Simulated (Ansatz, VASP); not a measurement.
# Two plane-wave programs on ZrB2

```
Zr B
1.0
     3.10942   -0.02035    0.00000
    -1.57234    2.72338    0.00000
     0.00000    0.00000    3.78805
Zr B
1 2
Cartesian
  0.0138 0.0080 0.0000
  0.0101 1.8214 1.8940
  1.5132 0.8736 1.8940
```

Alike in both runs: task single point; functional PBE; k mesh 14 × 14 × 10; occupations gaussian, width 0.1 eV; no spin polarisation.

|  | VASP | Ansatz |
| --- | --- | --- |
| version | VASP 6.6.1 | Ansatz 0.2.0 |
| potentials or method | VASP PAW PBE potentials, release 64 (Zr_sv, B) | scalar-relativistic, plane waves, PAW |
| plane-wave cutoff (eV) | 520 | 420 |
| valence electrons in the cell | 18 | 18 |

|  | VASP | Ansatz | Ansatz less VASP |
| --- | --- | --- | --- |
| gap on the k mesh at the Fermi level (eV) | none | none | - |
| pressure (GPa) | -5.5 | -5.6 | -0.10 |
| largest component of the traceless stress (GPa) | 16.65 | 16.67 | +0.023 |
| rms of the force components (eV/Å) | 0.405 | 0.403 | -0.0011 |

Atom by atom the forces differ by 0.001 eV/Å (rms over components). A gap of «none» marks a metal or a gap that the smearing closes. Ansatz warned: «structure_snapped_to_symmetry».
